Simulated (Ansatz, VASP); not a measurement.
## La: VASP beside Ansatz

INCAR

```
ALGO = Normal
EDIFF = 1E-6
ENCUT = 520
GGA = PS
ISIF = 2
ISMEAR = -1
LASPH = T
LCHARG = F
LREAL = F
LWAVE = F
NBANDS = 12
NELM = 100
PREC = Accurate
SIGMA = 0.1
```

The input KPOINTS:

```
k-points
0
Gamma
  12 12 12
```

File POSCAR:

```
La
1.0
   -2.1370833611      2.1370833611      2.1370833611
    2.1370833611     -2.1370833611      2.1370833611
    2.1370833611      2.1370833611     -2.1370833611
La
1
Direct
    0.0000000000      0.0000000000      0.0000000000
```

Input for Ansatz:

```yaml
crystal:
  lattice:
    - [-2.1370833611, 2.1370833611, 2.1370833611]
    - [2.1370833611, -2.1370833611, 2.1370833611]
    - [2.1370833611, 2.1370833611, -2.1370833611]
  atoms:
    - { symbol: La, position: [0.0, 0.0, 0.0] }
hamiltonian:
  xc: pbesol
  pseudopotentials:
    kind: paw
    azcp:
      La: "pseudopotentials/La.paw.azcp"
basis:
  ecutwfc: 420
  fft_grid_basis: typed
kpoints:
  mp_grid: { grid: [12, 12, 12], shift: [0, 0, 0] }
magnetization:
  spin_polarized: false
scf:
  occupations: { method: fermi_dirac, width: 0.1 }
  lower_state_search: "off"
output:
  stress: true
  write_density: true
  write_potential: true
  elf: true
  volumetric_format: npy
```

Alike in both runs: task single point; functional PBEsol; k mesh 12 × 12 × 12; occupations fermi-dirac, width 0.1 eV; no spin polarisation.

|  | VASP | Ansatz |
| --- | --- | --- |
| version | VASP 6.6.1 | Ansatz 0.2.0 |
| potentials or method | VASP PAW PBE potentials, release 64 (La) | plane waves (420 eV) with PAW, scalar-relativistic |
| plane-wave cutoff (eV) | 520 | 420 |
| valence electrons in the cell | 11 | 11 |

|  | VASP | Ansatz | Ansatz less VASP |
| --- | --- | --- | --- |
| pressure (GPa) | -2.7 | -2.7 | 0.00 |

Ansatz warned: «pseudo_functional_mismatch».

Caveats: the PAW data sets were made with another functional, which shifts forces and pressure a little (VASP). Spin-orbit coupling is left out, which matters for the levels of La.
